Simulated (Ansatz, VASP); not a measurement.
**WC in VASP and in Ansatz**

```
W C
1.0
     0.00000    2.08305    2.08305
     2.08305    0.00000    2.08305
     2.08305    2.08305    0.00000
W C
1 1
Direct
  0.00000 0.00000 0.00000
  0.50000 0.50000 0.50000
```

Change from the starting cell: strain -0.050 along x and y, -0.050 along z, atoms carried along.

Alike in both runs: task single point; functional LDA; k mesh 18 × 18 × 18; occupations gaussian, width 0.15 eV; no spin polarisation.

```csv
,VASP,Ansatz
version,VASP 6.6.1,Ansatz 0.2.0
potentials or method,"VASP PAW LDA potentials, release 64 (W_sv, C)","scalar-relativistic, plane waves, PAW"
plane-wave cutoff (eV),520,420
valence electrons in the cell,18,18
```

|  | VASP | Ansatz | Ansatz less VASP |
| --- | --- | --- | --- |
| gap on the k mesh at the Fermi level (eV) | none | none | - |
| pressure (GPa) | 60.3 | 56.7 | -3.66 |

A gap of «none» marks a metal or a gap that the smearing closes.

Caveats: the cell as given lies far from equilibrium; so large a pressure means that the cell lies far from this level's equilibrium, or that cutoff or potentials fall short (VASP). Spin-orbit coupling is left out, which matters for the levels of W.
